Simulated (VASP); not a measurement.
N2, 2 atoms in the cell. The cell holds a molecule in a box, 2 atoms: a = 9.000 Å, b = 9.500 Å, c = 10.000 Å, α = 90.00°, β = 90.00°, γ = 90.00°. 

| Item | Value |
| --- | --- |
| Program | VASP 6.6.1 |
| Task | single point |
| Functional | r2SCAN |
| Potentials or basis | VASP PAW PBE potentials, release 64 (N) |
| Cutoff | 520 eV |
| k mesh | 1 × 1 × 1 |
| Occupations | fermi-dirac, width 0.02 eV |
| Spin | no spin polarisation |
| Dipole correction | no |
| Further INCAR settings | ALGO = Normal; EDIFF = 1e-07; NBANDS = 12 |

Potentials or basis: VASP PAW PBE potentials, release 64 (N).

Run with:

```console
$ cat potpaw_PBE.64/N/POTCAR > POTCAR
$ cp INCAR.step1 INCAR
$ mpirun -np 1 vasp_gam > vasp.out
$ cp INCAR.step2 INCAR
$ mpirun -np 1 vasp_gam > vasp.out
```

Hardware: 1 thread of Intel(R) Xeon(R) Platinum 8488C (Sapphire Rapids), with other jobs on the host.

How long does it take, and how much memory?

Wall time 5.3 min on 1 thread of Intel(R) Xeon(R) Platinum 8488C (Sapphire Rapids) (shared host), peak memory 0.87 GiB. Counts: scf iterations 27, k points 1.
